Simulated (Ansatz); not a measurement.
# Ga2O3: the cost of one run

Program: Ansatz 0.2.0. Level of theory: DFT PBE, scalar-relativistic, plane waves, PAW. These are calculated values, not measurements.

1 further run of the same task is left out (it didn't finish).

## 1. The structure to begin with

The structure is orthorhombic, space group Immm (No. 71). The conventional cell has a = 2.939 Å, b = 3.926 Å, c = 9.285 Å, α = 90.00°, β = 90.00°, γ = 90.00°. Around Ga (site symmetry mm2) lie 6 O at 2.00 to 2.05 Å. Around O (site symmetry mmm) lie 4 Ga at 2.05 Å. Around O (site symmetry mm2) lie 4 Ga at 2.00 to 2.01 Å.

As a file:

```xyz
5
Lattice="-1.4695 1.9631 4.6426 1.4695 -1.9631 4.6426 1.4695 1.9631 -4.6426" Properties=species:S:1:pos:R:3 pbc="T T T"
Ga    0.0000    0.0000    6.0748
Ga    0.0000    0.0000    3.2103
O     0.0000    1.9631    0.0000
O     1.4695    0.0000    1.8478
O     0.0000    1.9631    2.7948
```

It is the end of an earlier relaxation with the same method, from a generated guess; it needn't be the stable form of this composition. At a tolerance of 0.02 Å it has space group Immm (No. 71); it has 10.71 Å³/atom, an uncorrected energy of -1.70 eV/atom over the elements.

## 2. Bands, states and charges

input.yaml reads:

```yaml
crystal:
  lattice:
    - [-1.4694742516, 1.963124062, 4.6425676377]
    - [1.4694742516, -1.963124062, 4.6425676377]
    - [1.4694742516, 1.963124062, -4.6425676377]
  atoms:
    - { symbol: Ga, position: [0.6542534191, 0.6542534191, 0.0] }
    - { symbol: Ga, position: [0.3457465809, 0.3457465809, 0.0] }
    - { symbol: O, position: [0.5, 0.0, 0.5] }
    - { symbol: O, position: [0.1990047914, 0.6990047914, 0.5] }
    - { symbol: O, position: [0.8009952086, 0.3009952086, 0.5] }
basis:
  ecutwfc: 420
kpoints:
  mp_grid: { grid: [12, 12, 12] }
  band_path:
    path:
      - [[0.0, 0.0, 0.0], [0.5, 0.5, -0.5], [0.27504653, 0.72495347, -0.27504653]]
      - [[-0.27504653, 0.27504653, 0.27504653], [0.0, 0.0, 0.0], [0.29470118, -0.29470118, 0.29470118]]
      - [[0.70529882, 0.29470118, -0.29470118], [0.5, 0.5, -0.5]]
      - [[0.0, 0.0, 0.0], [0.0, 0.5, 0.0], [0.25, 0.25, 0.25], [0.5, 0.0, 0.0], [0.0, 0.0, 0.0], [0.0, 0.0, 0.5], [0.25, 0.25, 0.25]]
    npoints: 14
hamiltonian:
  xc: pbe
scf:
  occupations: { method: gaussian, width: 0.02 }
  n_extra_bands: 12
output:
  forces: true
  stress: true
  eigenvalues: true
  populations: true
  dos: { projected: true, de: 0.02, nscf_kmesh: { grid: [18, 18, 18] } }
  bader: true
  write_density: true
  write_potential: true
  elf: true
  volumetric_format: npy
```

On the command line:

```
> ansatz run input.yaml --threads 1 --pin off --max-ram 2560MiB --backend cpu --events-out ev --progress --plain --runs-dir out
```

What time and memory should one allow on 1 thread of Arm Neoverse V2, shared host?

About 1.8 min, with a peak of 1 GiB.
